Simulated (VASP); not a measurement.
Set up this calculation in VASP 6.6.1, as the native input.

* Task: band structure
* Functional: PBE
* Potentials or basis: VASP PAW PBE potentials, release 64 (Te, Be)
* Cutoff: 520 eV
* k mesh: 6 × 6 × 6
* Occupations: fermi-dirac, width 0.05 eV
* Spin: spin-orbit coupling, no magnetisation
* Further INCAR settings: ALGO = Normal; EDIFF = 1e-06

The structure of BeTe lies in POSCAR:

```
BeTe
1.0
    0.0000000000      2.7700000000      2.7700000000
    2.7700000000      0.0000000000      2.7700000000
    2.7700000000      2.7700000000      0.0000000000
Te Be
1 1
Direct
    0.7500000000      0.7500000000      0.7500000000
    0.0000000000      0.0000000000      0.0000000000
```

One way to write it, as run:

INCAR

```
SYSTEM = BeTe
PREC = Accurate
ENCUT = 520
EDIFF = 1E-6
ISMEAR = -1
SIGMA = 0.05
LREAL = .False.
LASPH = .True.
NELM = 80
ALGO = Normal
ISIF = 2
LWAVE = .False.
LCHARG = .False.
MAGMOM = 0 0 0 0 0 0
LORBIT = 11
LSORBIT = .True.
GGA_COMPAT = .False.
GGA = PE
```

KPOINTS

```
regular mesh
0
Gamma
  6 6 6
  0 0 0
```

KPOINTS_OPT

```
path GXWKGLUWLK,UX
10
line-mode
reciprocal
 0.0000000000  0.0000000000  0.0000000000  G
 0.5000000000  0.0000000000  0.5000000000  X

 0.5000000000  0.0000000000  0.5000000000  X
 0.5000000000  0.2500000000  0.7500000000  W

 0.5000000000  0.2500000000  0.7500000000  W
 0.3750000000  0.3750000000  0.7500000000  K

 0.3750000000  0.3750000000  0.7500000000  K
 0.0000000000  0.0000000000  0.0000000000  G

 0.0000000000  0.0000000000  0.0000000000  G
 0.5000000000  0.5000000000  0.5000000000  L

 0.5000000000  0.5000000000  0.5000000000  L
 0.6250000000  0.2500000000  0.6250000000  U

 0.6250000000  0.2500000000  0.6250000000  U
 0.5000000000  0.2500000000  0.7500000000  W

 0.5000000000  0.2500000000  0.7500000000  W
 0.5000000000  0.5000000000  0.5000000000  L

 0.5000000000  0.5000000000  0.5000000000  L
 0.3750000000  0.3750000000  0.7500000000  K

 0.6250000000  0.2500000000  0.6250000000  U
 0.5000000000  0.0000000000  0.5000000000  X
```

Potentials or basis: VASP PAW PBE potentials, release 64 (Te, Be).

Run with:

```console
$ cat potpaw_PBE.64/Te/POTCAR potpaw_PBE.64/Be/POTCAR > POTCAR
$ mpirun -np 1 vasp_ncl > vasp.out
```

Results of the run:

```json
{
 "Pressure": "4.6 GPa",
 "Valence electrons inside the program's atomic spheres": "Te 3.54; Be 1.00"
}
```

Run time: 78 s on 1 thread of Intel(R) Xeon(R) 6975P-C (Granite Rapids) (shared host), peak memory 0.28 GiB.
